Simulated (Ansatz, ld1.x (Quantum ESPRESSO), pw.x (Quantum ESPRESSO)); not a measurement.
Which W potential is closest to all-electron in the diamond crystal?

All use PBE, scalar-relativistic, no spin, cutoffs from each file’s atomic test, pw.x 7.5; 8³ k-points, Fermi–Dirac smearing 0.01 Ry. Δ is the rms difference from all-electron LAPW of the E(V) curves that follow from fits to the pressures, over ±6 % in volume. Mesh and smearing are coarse and serve the comparison alone. The files are a selection: those with a ghost or negative overlap were mostly not run, and those with noisy or unconverged pressures or nearly equal Δ are left out.

All-electron: a0 = 5.834 Å (V0 = 24.82 Å³/atom), B0 = 119.3 GPa.

(1) Rank them by Δ, smallest first.
A. PAW, ld1.x (Quantum ESPRESSO) 7.5, PBE; core [Kr] 4d10 4f14 5s2, reference 5p6 5d4 6s1.75 6p0; waves: 6s (bound): rcut 2.65, rcutus 3.15 bohr; 6s channel at 0.05 Ry: rcut 2.65, rcutus 3.15 bohr; 5p (bound): rcut 1.65, rcutus 2.20 bohr; 6p (bound, empty): rcut 1.65, rcutus 2.20 bohr; 5d (bound): rcut 1.55, rcutus 2.00 bohr; 5d channel at 0.3 Ry: rcut 1.55, rcutus 2.00 bohr; local part: all-electron potential smoothed inside 2.50 bohr (lloc = -2); core correction: Bessel-smoothed model core inside 2.00 bohr; augmentation: PSQ, inside the norm-conserving radii.
B. norm-conserving Troullier–Martins (Kleinman–Bylander form), ld1.x (Quantum ESPRESSO) 7.5, PBE; core [Xe] 4f14, reference 5d4 6s2 6p0; waves: 6p (bound, empty): rc 3.80 bohr; 5d (bound): rc 1.65 bohr; 6s (bound): rc 2.10 bohr; local part: the s channel; core correction: none.
C. norm-conserving RRKJ (Kleinman–Bylander form), ld1.x (Quantum ESPRESSO) 7.5, PBE; core [Xe] 4f14, reference 5d4 6s2 6p0; waves: 6p (bound, empty): rc 2.85 bohr; 5d (bound): rc 2.70 bohr; 5f channel at 0.45 Ry: rc 2.85 bohr; 6s (bound): rc 2.75 bohr; local part: the s channel; core correction: none.

Answers

(1) A (2.0 meV/atom), C (4.0 meV/atom), B (12.1 meV/atom).
